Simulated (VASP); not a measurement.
Here is a VASP 6.6.1 calculation.

INCAR

```
SYSTEM = SrO
ALGO = Fast ; EDIFF = 1E-8
ENCUT = 600 ; GGA = CA
IBRION = 8 ; ISIF = 2
ISMEAR = 0 ; LASPH = .True.
LCHARG = .False. ; LEPSILON = .True.
LREAL = .False. ; LWAVE = .False.
NELM = 100 ; NSW = 1
PREC = Accurate ; SIGMA = 0.02
```

File KPOINTS:

```
k-points
0
Gamma
  8 8 8
  0 0 0
```

Contents of POSCAR:

```
SrO
1.0
    0.0000000000      2.5377300000      2.5377300000
    2.5377300000      0.0000000000      2.5377300000
    2.5377300000      2.5377300000      0.0000000000
Sr O
1 1
Direct
    0.0000000000      0.0000000000      0.0000000000
    0.5000000000      0.5000000000      0.5000000000
```

Potentials or basis: VASP PAW LDA potentials, release 64 (Sr_sv, O).

Command:

```console
$ cat potpaw_LDA.64/Sr_sv/POTCAR potpaw_LDA.64/O/POTCAR > POTCAR
$ mpirun -np 1 vasp_std > vasp.out
```

Estimate the electronic dielectric tensor (diagonal).

3.90.

Predict the Born charges (mean of the diagonal).

Sr +2.48; O -2.48 e.

Predict the band gap on the k mesh.

3.07 eV, indirect (least direct gap 3.12 eV).

What does it give for the highest phonon frequency at Γ, LO-TO splitting left out?

220 cm⁻¹.

Phonon frequencies in cm⁻¹ (negative: imaginary):
| q point | frequencies |
| --- | --- |
| (0.000, 0.000, 0.000) | 0 0 0 220 220 220 |

A k mesh can miss the band edges.
